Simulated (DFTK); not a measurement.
# Tl (Im-3m) in DFTK: reference runs

Aim: a first look at Tl with PBE, on the cell as given and on a disturbed one.

All numbers are computed with DFTK 0.8.2; they aren't measurements. Logs are shortened: lines on timing, memory, paths and dates and some standing lists are left out, and cuts for length are marked.

**1. The structure**

The structure is cubic, space group Im-3m (No. 229). The conventional cell has a = 3.912 Å, b = 3.912 Å, c = 3.912 Å, α = 90.00°, β = 90.00°, γ = 90.00°. Tl (site symmetry m-3m) is surrounded by 8 Tl at 3.39 Å.

This isn't the form of Tl at room conditions, which is hcp.

**2. Single point, PBE**

Contents of run.jl:

```julia
using DFTK
using PseudoPotentialData
using Unitful, UnitfulAtomic
using LinearAlgebra, Printf
include("save.jl")
disable_threading()

# lattice vectors are the columns
lattice = austrip(1u"Å") * [ -1.9559951735   1.9559951735   1.9559951735;
             1.9559951735  -1.9559951735   1.9559951735;
             1.9559951735   1.9559951735  -1.9559951735]
symbols   = [:Tl]
positions = [[0.0, 0.0, 0.0]]
pseudopotentials = PseudoFamily("dojo.nc.sr.pbe.v0_4_1.standard.upf")
elements = Dict(s => ElementPsp(s, pseudopotentials) for s in unique(symbols))
atoms    = [elements[s] for s in symbols]

build_model(lattice, positions; symmetries=true) =
    model_DFT(lattice, atoms, positions;
              functionals=PBE(),
              temperature=austrip(0.05u"eV"),
              smearing=Smearing.FermiDirac(),
              symmetries)
Ecut  = 37.0  # hartree
kgrid = [10, 10, 10]
tol   = 1e-6
to_GPa = ustrip(uconvert(u"GPa", 1u"hartree/bohr^3"))

model = build_model(lattice, positions)
basis = PlaneWaveBasis(model; Ecut, kgrid)
display(basis)
scfres = self_consistent_field(basis;
                               tol,
                               nbandsalg=AdaptiveBands(model; n_bands_converge=11))
display(scfres.energies)
@printf "Fermi level: %.6f eV\n" ustrip(auconvert(u"eV", something(scfres.εF, NaN)))
forces = compute_forces_cart(scfres)
println("Forces (eV/Å)")
for (s, f) in zip(symbols, forces)
    @printf "%-3s %12.6f %12.6f %12.6f\n" s ustrip.(auconvert.(u"eV/Å", f))...
end
stress = compute_stresses_cart(scfres)
println("Stress (GPa)")
display(round.(stress * to_GPa; digits=4))
println("Levels at the first k-point (eV): ", round.(ustrip.(auconvert.(u"eV", scfres.eigenvalues[1][1:scfres.n_bands_converge])); digits=4))
save_scf!(scfres; forces, stress)
```

Potentials or basis: dojo.nc.sr.pbe.v0_4_1.standard.upf (PBE).

Command:

```sh
$ julia --threads=1 run.jl  # save.jl only writes the numbers to a file and isn't shown; printed stress counts tension as positive; times include loading and compiling
```

Standard output:

```text
PlaneWaveBasis discretization:

    Ecut                 : 37.0 Ha
    fft_size             : (40, 40, 40), 64000 total points
    kgrid                : MonkhorstPack([10, 10, 10])
    num.   red. kpoints  : 1000
    num. irred. kpoints  : 47

    Discretized Model(gga_x_pbe+gga_c_pbe, 3D):
        lattice (in Bohr)    : [-3.6963   , 3.6963    , 3.6963    ]
                               [3.6963    , -3.6963   , 3.6963    ]
                               [3.6963    , 3.6963    , -3.6963   ]
        unit cell volume     : 202 Bohr³

        atoms                : Tl
        pseudopot. family    : PseudoFamily("dojo.nc.sr.pbe.v0_4_1.standard.upf")

        num. electrons       : 13
        spin polarization    : none
        temperature          : 0.0018375 Ha
        smearing             : DFTK.Smearing.FermiDirac()

        terms                : Kinetic()
                               AtomicLocal()
                               AtomicNonlocal()
                               Ewald(nothing)
                               PspCorrection()
                               Hartree()
                               Xc(gga_x_pbe, gga_c_pbe)
                               Entropy()
n     Energy            log10(ΔE)   log10(Δρ)   Diag   Δtime
---   ---------------   ---------   ---------   ----   ------
  1   -60.80269962022                   -1.26    4.6    4.88s
  2   -60.80692899726       -2.37       -1.77    1.0    2.48s
  3   -60.80709508545       -3.78       -2.09    2.2    2.84s
  4   -60.80710333479       -5.08       -2.56    1.5    1.79s
  5   -60.80710819520       -5.31       -2.94    1.6    2.36s
  6   -60.80710939187       -5.92       -3.22    2.0    2.90s
  7   -60.80710964918       -6.59       -3.95    1.1    2.55s
  8   -60.80710966520       -7.80       -4.62    2.3    2.98s
  9   -60.80710966573       -9.28       -5.06    1.9    2.44s
 10   -60.80710966583       -9.99       -6.07    2.1    2.94s
Energy breakdown (in Ha):
    Kinetic             31.3682934
    AtomicLocal         -33.8123463
    AtomicNonlocal      -10.5534530
    Ewald               -41.5977637
    PspCorrection       2.4064052
    Hartree             10.5710296
    Xc                  -19.1891740
    Entropy             -0.0001008

    total               -60.807109665830
Fermi level: 5.056853 eV
Forces (eV/Å)
Tl      0.000000    -0.000000     0.000000
Stress (GPa)
3×3 StaticArraysCore.SMatrix{3, 3, Float64, 9} with indices SOneTo(3)×SOneTo(3):
 -1.2988   0.0      0.0
  0.0     -1.2988   0.0
  0.0      0.0     -1.2988
Levels at the first k-point (eV): [-6.5203, -6.5203, -6.5203, -6.135, -6.135, -4.6296, 15.4567, 15.4567, 15.4567, 17.5748, 17.5748]
```

Wall time 69 s (1 thread of Intel Xeon 6975P-C (Granite Rapids), shared host); peak memory 1.6 GiB.

Results:

```yaml
Free_energy: -1654.6457 eV
Pressure: 1.3 GPa
Band_gap_on_the_k_mesh: none (metal or under the smearing width)
```

Spin-orbit coupling is left out, which matters for the levels of Tl.

**3. Single point, PBE (cell strained at random at fixed volume)**

Edit run.jl of step 2 so:

```diff
@@ -8,7 +8,7 @@
 # lattice vectors are the columns
-lattice = austrip(1u"Å") * [ -1.9559951735   1.9559951735   1.9559951735;
-             1.9559951735  -1.9559951735   1.9559951735;
-             1.9559951735   1.9559951735  -1.9559951735]
+lattice = austrip(1u"Å") * [     -1.905903       1.915558       1.987151;
+                 1.930708      -1.920088       2.001336;
+                 1.951995        1.95103      -1.941375]
 symbols   = [:Tl]
-positions = [[0.0, 0.0, 0.0]]
+positions = [[-0.013755, 0.004621, 0.004348]]
 pseudopotentials = PseudoFamily("dojo.nc.sr.pbe.v0_4_1.standard.upf")
```

Potentials or basis: dojo.nc.sr.pbe.v0_4_1.standard.upf (PBE).

Command:

```sh
$ julia --threads=1 run.jl  # save.jl only writes the numbers to a file and isn't shown; printed stress counts tension as positive; times include loading and compiling
```

Standard output:

```text
PlaneWaveBasis discretization:

    Ecut                 : 37.0 Ha
    fft_size             : (40, 40, 40), 64000 total points
    kgrid                : MonkhorstPack([10, 10, 10])
    num.   red. kpoints  : 1000
    num. irred. kpoints  : 1000

    Discretized Model(gga_x_pbe+gga_c_pbe, 3D):
        lattice (in Bohr)    : [-3.60163  , 3.61988   , 3.75517   ]
                               [3.64851   , -3.62844  , 3.78198   ]
                               [3.68874   , 3.68691   , -3.66867  ]
        unit cell volume     : 202 Bohr³

        atoms                : Tl
        pseudopot. family    : PseudoFamily("dojo.nc.sr.pbe.v0_4_1.standard.upf")

        num. electrons       : 13
        spin polarization    : none
        temperature          : 0.0018375 Ha
        smearing             : DFTK.Smearing.FermiDirac()

        terms                : Kinetic()
                               AtomicLocal()
                               AtomicNonlocal()
                               Ewald(nothing)
                               PspCorrection()
                               Hartree()
                               Xc(gga_x_pbe, gga_c_pbe)
                               Entropy()
n     Energy            log10(ΔE)   log10(Δρ)   Diag   Δtime
---   ---------------   ---------   ---------   ----   ------
  1   -60.80249142991                   -1.26    3.6    58.7s
  2   -60.80677330317       -2.37       -1.77    1.0    33.9s
  3   -60.80694023069       -3.78       -2.09    2.2    44.1s
  4   -60.80694931663       -5.04       -2.57    1.4    37.6s
  5   -60.80695466054       -5.27       -3.12    1.7    39.1s
  6   -60.80695522980       -6.24       -3.28    2.2    47.7s
  7   -60.80695542294       -6.71       -4.01    1.0    33.4s
  8   -60.80695543222       -8.03       -4.28    2.1    48.9s
  9   -60.80695543460       -8.62       -5.01    1.2    35.3s
 10   -60.80695543477       -9.77       -5.64    2.3    50.2s
 11   -60.80695543477      -11.23       -6.28    2.3    48.9s
Energy breakdown (in Ha):
    Kinetic             31.3682873
    AtomicLocal         -33.8268582
    AtomicNonlocal      -10.5531087
    Ewald               -41.5901502
    PspCorrection       2.4064054
    Hartree             10.5778716
    Xc                  -19.1893065
    Entropy             -0.0000961

    total               -60.806955434774
Fermi level: 5.094443 eV
Forces (eV/Å)
Tl     -0.000000    -0.000000     0.000000
Stress (GPa)
3×3 StaticArraysCore.SMatrix{3, 3, Float64, 9} with indices SOneTo(3)×SOneTo(3):
 -1.3254   1.0379   0.1004
  1.0379  -1.1906   0.1279
  0.1004   0.1279  -1.5304
Levels at the first k-point (eV): [-6.5786, -6.5313, -6.464, -6.1369, -6.1301, -4.6309, 14.9478, 15.4799, 15.7614, 17.419, 17.6173]
```

Wall time 19 min (1 thread of Intel Xeon 6975P-C (Granite Rapids), shared host); peak memory 5.5 GiB.

What came out:

```
Free energy            : -1654.6416 eV
Pressure               : 1.3 GPa
Band gap on the k mesh : none (metal or under the smearing width)
```

Stress tensor (GPa, compression positive):
```
 1.33 -1.04 -0.10
-1.04  1.19 -0.13
-0.10 -0.13  1.53
```

The run has no spin-orbit coupling, so splittings on Tl are missing.
